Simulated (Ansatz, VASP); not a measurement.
# CaO (Lime) in two plane-wave programs, part 2 of 2

One calculation is typed for both programs; each brings its own data sets and cutoff. How far apart do they land?

VASP 6.6.1 and Ansatz 0.2.0.

So far. Step 4 (Comparison): Among the levels compared at these points, filled levels agree within 19 meV and empty ones within 26 meV.

## 5. Ansatz: band structure, r2SCAN0

Level of this step: Ansatz beside VASP: Kohn-Sham DFT, plane waves, r2SCAN0 (Ansatz).

The same path points are solved in both programs, so levels can be compared one by one.

Contents of input.yaml:

```yaml
crystal:
  lattice:
    - [0.0, 2.4065, 2.4065]
    - [2.4065, 0.0, 2.4065]
    - [2.4065, 2.4065, 0.0]
  atoms:
    - { symbol: Ca, position: [0.0, 0.0, 0.0] }
    - { symbol: O, position: [0.5, 0.5, 0.5] }
hamiltonian:
  xc: r2scan0
  pseudopotentials: { kind: paw }
kpoints:
  mp_grid: { grid: [5, 5, 5] }
  band_path:
    path:
      - [0.0, 0.0, 0.0]
      - [0.5, 0.0, 0.5]
      - [0.5, 0.2, 0.7]
      - [0.4, 0.35, 0.75]
      - [0.15, 0.15, 0.3]
      - [0.2, 0.2, 0.2]
      - [0.55, 0.4, 0.55]
      - [0.6, 0.25, 0.65]
      - [0.5, 0.25, 0.75]
      - [0.5, 0.5, 0.5]
      - [0.375, 0.375, 0.75]
      - [0.5, 0.0, 0.5]
    npoints: 1
scf:
  occupations: { method: gaussian, width: 0.02 }
  n_extra_bands: 7
output:
  forces: true
  stress: true
  eigenvalues: true
```

Launch:

```
$ ansatz run input.yaml --threads 4 --pin off --max-ram 9216MiB --backend cpu --events-out ev --progress --plain --runs-dir out
```

Numbers of over 12 decimals in the logs are rounded to 6 here.

Output:

```text
[...]
Crystal: 2 atoms, lattice volume = 27.873 Å³
Basis set: ecut = 500 eV, 725 PW (Γ), exchange–correlation on 100×100×100 points (64 copies of the dense FFT grid, shifted against one another)
Bands: 15, of which v1, the nominal top of the filled ones, is band 8 counted from 1 (7 counted from 0)
Symmetry: 48 space group operations
[...]
k-points: 10 of 125
[...]
--- Band table (eV; the first three rows and the last of 10) ---
  k-point 0: bands = [... 4 lower, -11.6952, 5.9490, 5.9490, 5.9490, 13.3411, 15.3221, 15.3221, 15.3221, ... 3 higher]
  k-point 1: bands = [... 4 lower, -11.0751, 4.7815, 5.4676, 5.4676, 14.8814, 15.2761, 16.0424, 16.0424, ... 3 higher]
  k-point 2: bands = [... 4 lower, -10.3606, 3.3553, 4.8004, 4.8004, 15.8629, 17.0064, 17.4727, 17.4727, ... 3 higher]
  k-point 9: bands = [... 4 lower, -10.8600, 4.2210, 4.8336, 4.9836, 14.5532, 16.3242, 17.8472, 18.7138, ... 3 higher]
[key lines of the parts left out:]
Free energy (F): -2393.453369 eV
Fermi energy:    9.263148 eV
P = ⅓ Tr σ = -2.4652 GPa (-24.652 kbar)
```

Wall time 9.6 s (4 threads of AMD EPYC 9R14 (Zen 4), shared host); peak memory 0.72 GiB; 34 s of CPU time.

## 6. VASP: band structure, r2SCAN0

The same cell, functional, mesh and smearing now go to VASP, with its own data sets and cutoff.

The run reads the wave functions of an earlier VASP run, which isn't shown here.

Contents of INCAR:

```
SYSTEM = CaO
PREC = Accurate
ENCUT = 520
EDIFF = 1E-06
NELM = 100
ISMEAR = 0
SIGMA = 0.02
LREAL = .FALSE.
ALGO = Normal
LHFCALC = .TRUE.
AEXX = 0.25
METAGGA = R2SCAN
LASPH = .TRUE.
NBANDS = 14
PRECFOCK = Fast
HFRCUT = -1
LORBIT = 11
LWAVE = .FALSE.
LCHARG = .FALSE.
KPAR = 4
```

Contents of POSCAR:

```
CaO
1.0
    0.0000000000      2.4065000000      2.4065000000
    2.4065000000      0.0000000000      2.4065000000
    2.4065000000      2.4065000000      0.0000000000
Ca O
1 1
Direct
    0.0000000000      0.0000000000      0.0000000000
    0.5000000000      0.5000000000      0.5000000000
```

Contents of KPOINTS:

```
Automatic mesh
0
Gamma
5 5 5
0 0 0
```

Contents of KPOINTS_OPT:

```
Line mode
6
Line-mode
Reciprocal
  0.00000000   0.00000000   0.00000000 GAMMA
  0.50000000   0.00000000   0.50000000 X

  0.50000000   0.00000000   0.50000000 X
  0.50000000   0.25000000   0.75000000 W

  0.50000000   0.25000000   0.75000000 W
  0.37500000   0.37500000   0.75000000 K

  0.37500000   0.37500000   0.75000000 K
  0.00000000   0.00000000   0.00000000 GAMMA

  0.00000000   0.00000000   0.00000000 GAMMA
  0.50000000   0.50000000   0.50000000 L

  0.50000000   0.50000000   0.50000000 L
  0.62500000   0.25000000   0.62500000 U

  0.62500000   0.25000000   0.62500000 U
  0.50000000   0.25000000   0.75000000 W

  0.50000000   0.25000000   0.75000000 W
  0.50000000   0.50000000   0.50000000 L

  0.50000000   0.50000000   0.50000000 L
  0.37500000   0.37500000   0.75000000 K

  0.62500000   0.25000000   0.62500000 U
  0.50000000   0.00000000   0.50000000 X
```

The projector-augmented-wave data sets are Ca_sv and O (PBE family, release 64).

Launch:

```
$ mpirun -np 4 vasp_std
```

Output:

```text
[banner, memory and clock lines left out]
running    4 mpi-ranks, on    1 nodes
[...]
|                                                                             |
|               ----> ADVICE to this user running VASP <----                  |
|                                                                             |
|     You enforced a specific xc type in the INCAR file but a different       |
|     [... a line on the potential file left out ...]
|     I HOPE YOU KNOW WHAT YOU ARE DOING!                                     |
|                                                                             |

 LDA part: xc-table for (None), standard interpolation
 found WAVECAR, reading the header
 POSCAR, INCAR and KPOINTS ok, starting setup
[...]
HFRCUT set to (new)   9.404513
 reading WAVECAR
 the WAVECAR file was read successfully
 initial charge from wavefunction
 entering main loop
       N       E                     dE             d eps       ncg     rms          rms(c)
[...]
DAV:   9    -0.204694131488E+02    0.11427E-05   -0.22690E-06   280   0.160E-02    0.103E-02
DAV:  10    -0.204694130191E+02    0.12978E-06   -0.77019E-07   140   0.930E-03
   1 F= -.20469413E+02 E0= -.20469413E+02  d E =-.291887E-16
 Start KPOINTS_OPT (optional k-point list driver)
k-point batch [1-10\60]
       N       E                     dE             ncg
DAV:   1    -0.769414748605E+03   -0.53882E+04      280
DAV:   2    -0.222934868373E+04   -0.14599E+04      322
DAV:   3    -0.231249688087E+04   -0.83148E+02      316
DAV:   4    -0.231547859059E+04   -0.29817E+01      438
DAV:   5    -0.231553921647E+04   -0.60626E-01      364
DAV:   6    -0.231554057914E+04   -0.13627E-02      444
DAV:   7    -0.231554063419E+04   -0.55049E-04      320
DAV:   8    -0.231554063489E+04   -0.70472E-06      264
[...]
k-point batch [51-60\60]
       N       E                     dE             ncg
DAV:   1    -0.803280377250E+03   -0.75472E+04      280
DAV:   2    -0.225738669579E+04   -0.14541E+04      304
DAV:   3    -0.233999335075E+04   -0.82607E+02      352
DAV:   4    -0.234281272828E+04   -0.28194E+01      468
DAV:   5    -0.234288089966E+04   -0.68171E-01      400
DAV:   6    -0.234288228967E+04   -0.13900E-02      468
DAV:   7    -0.234288234913E+04   -0.59462E-04      396
DAV:   8    -0.234288234999E+04   -0.85533E-06      344
```

From OUTCAR (step 6):

```text
 POSITION                                       TOTAL-FORCE (eV/Angst)
 -----------------------------------------------------------------------------------
      0.00000      0.00000      0.00000        -0.000000      0.000000     -0.000000
      2.40650      2.40650      2.40650         0.000000     -0.000000      0.000000
 -----------------------------------------------------------------------------------
    total drift:                                0.000000     -0.000000     -0.000000

  FREE ENERGIE OF THE ION-ELECTRON SYSTEM (eV)
  ---------------------------------------------------
  free  energy   TOTEN  =       -20.4694130191 eV

  energy  without entropy=      -20.4694130191  energy(sigma->0) =      -20.46941302

[... 2 parts as in an earlier step ...]

[... 1 further part left out ...]
[key lines of the parts left out:]
E-fermi :   0.7475
```

## 7. Differences

What differs besides the data sets and the points named for the pairs above, as far as they apply: the cutoff is 500 eV in Ansatz and 520 eV in VASP. Total energies have different zeros and are not compared.

Compared:

| quantity | Ansatz | VASP | difference |
| --- | --- | --- | --- |
| gap over the path points (eV) | 6.426 | 6.414 | +0.012 |

Levels at points of the path, from each program's valence-band top (eV; 3 filled, then empty):

| k (reciprocal lattice) | Ansatz | VASP |
| --- | --- | --- |
| 0.000 0.000 0.000 | 0.00 0.00 0.00 7.39 9.37 9.37 | 0.00 0.00 0.00 7.38 9.38 9.38 |
| 0.500 0.000 0.500 | -1.47 -0.43 -0.43 6.43 11.39 12.42 | -1.46 -0.43 -0.43 6.41 11.38 12.42 |
| 0.500 0.200 0.700 | -1.29 -1.28 -0.99 8.46 10.28 11.79 | -1.30 -1.28 -0.99 8.46 10.28 11.79 |
| 0.400 0.350 0.750 | -1.42 -1.33 -0.86 8.10 11.09 11.97 | -1.43 -1.33 -0.86 8.09 11.10 11.96 |
| 0.150 0.150 0.300 | -1.54 -0.76 -0.39 9.04 9.38 10.10 | -1.55 -0.77 -0.39 9.04 9.38 10.11 |
| 0.200 0.200 0.200 | -1.17 -0.48 -0.48 8.93 9.33 10.09 | -1.17 -0.49 -0.49 8.93 9.33 10.10 |
| 0.550 0.400 0.550 | -2.48 -1.23 -1.17 9.90 10.46 11.94 | -2.49 -1.24 -1.18 9.91 10.46 11.96 |
| 0.600 0.250 0.650 | -1.42 -1.33 -0.86 8.10 11.09 11.97 | -1.43 -1.33 -0.86 8.09 11.10 11.96 |
| 0.500 0.250 0.750 | -1.38 -1.16 -1.16 9.35 9.35 11.82 | -1.39 -1.15 -1.15 9.36 9.36 11.81 |
| 0.500 0.500 0.500 | -2.81 -1.25 -1.25 10.23 11.23 11.81 | -2.82 -1.26 -1.26 10.23 11.23 11.83 |

Among the levels compared at these points, filled levels agree within 12 meV and empty ones within 18 meV.

## 8. Summary of results

```json
{"difference in gap over the path points (band structure, PBE-EpsX with an exact-exchange share of 0.264)": "0.017 eV", "difference in gap over the path points (band structure, r2SCAN0)": "0.012 eV"}
```

In words: The difference in gap over the path points is 0.017 eV (band structure, PBE-EpsX with an exact-exchange share of 0.264), within the 0.08 eV picked in this series as the mark of a large difference. How closely two codes agree says nothing of how well the functional describes the real material.

[Lines on the potential files, build, host, timing and source positions are cut from VASP's logs without a mark.]

[Logs are printed without paths, hosts, clocks, repeated set-up lines and the standing remarks that a program may print on its own settings, such as how far it seeks lower states.]

[Hosts, paths, dates, database ids (printed as entryN), source tags and the programs' standing remarks are cut or masked in the printed files.]
